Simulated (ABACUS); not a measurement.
# InP: relaxation of cell and atoms with WC

Crystal: InP.

```
CELL_PARAMETERS angstrom
0.00000 2.93050 2.93050
2.93050 0.00000 2.93050
2.93050 2.93050 0.00000
ATOMIC_POSITIONS crystal
In 0.00000 0.00000 0.00000
P 0.75000 0.75000 0.75000
```

* Program: ABACUS 3.10.1
* Task: relaxation of cell and atoms
* Functional: WC
* Potentials or basis: SSSP 1.3 efficiency PBE
* Cutoff: 748 eV
* Density cutoff: 5987 eV
* Basis: plane waves
* k mesh: 6 × 6 × 6
* Occupations: fermi-dirac, width 0.05 eV
* Spin: no spin polarisation
* Optimiser: ASE BFGS
* Force threshold: 0.03 eV/Å
* Max steps: 60
* Cell moves: yes
* Radial cutoff of the potentials (pseudo_rcut): 10 bohr
* SCF threshold on the density: 1e-08
* Max SCF steps: 100
* Eigensolver: dav
* Mixing: broyden
* Mixing share: 0.7
* Symmetry key: 1
* Bands: 13

| Property | Result |
| --- | --- |
| Relaxed volume | 25.52 Å³/atom |
| Relaxed cell | a = 4.164 Å, b = 4.164 Å, c = 4.164 Å, α = 60.00°, β = 60.00°, γ = 60.00° |
| Space group after relaxing (to 0.05 Å) | F-43m (No. 216) |
| Energy gained by relaxing | 1.2 meV/atom |
| Ionic steps | 3 |
| Pressure after relaxing | 0.0 GPa |
| Band gap on the k mesh | 0.51 eV, direct |

The path:
```
step  energy change (eV)  largest force (eV/Å)  pressure (GPa)  volume (Å³)
   1              0.0000                0.0000            0.99        50.33
   2             -0.0010                0.0000            0.75        50.50
   3             -0.0024                0.0000            0.02        51.05
```

Final structure:
```cif
data_structure
_symmetry_space_group_name_H-M 'P 1'
_symmetry_Int_Tables_number 1
_cell_length_a 4.1639
_cell_length_b 4.1639
_cell_length_c 4.1639
_cell_angle_alpha 60.000
_cell_angle_beta 60.000
_cell_angle_gamma 60.000
_cell_volume 51.05
loop_
_atom_site_label
_atom_site_type_symbol
_atom_site_fract_x
_atom_site_fract_y
_atom_site_fract_z
_atom_site_occupancy
In1 In 0.00000 0.00000 0.00000 1
P1 P 0.75000 0.75000 0.75000 1
```

Levels at points of the mesh, in eV from the valence-band top:
```tsv
k point	band 7	band 8	band 9	band 10	band 11
(0.00, 0.00, 0.00)	0.00	0.00	0.00	0.51	3.99
(0.50, 0.50, 0.50)	-5.75	-0.97	-0.97	1.34	4.70
(0.50, 0.50, 0.00)	-5.78	-2.32	-2.32	1.61	2.14
```

Wall time 70 s on 4 MPI ranks on Intel(R) Xeon(R) 6975P-C (Granite Rapids), on a shared host, peak memory 1.1 GiB a rank.

Caveat: the potentials were made for another functional, which shifts forces and pressure; spin-orbit coupling is left out, which moves the levels of the heavy elements. Zero-point motion and thermal expansion aren't in these numbers.
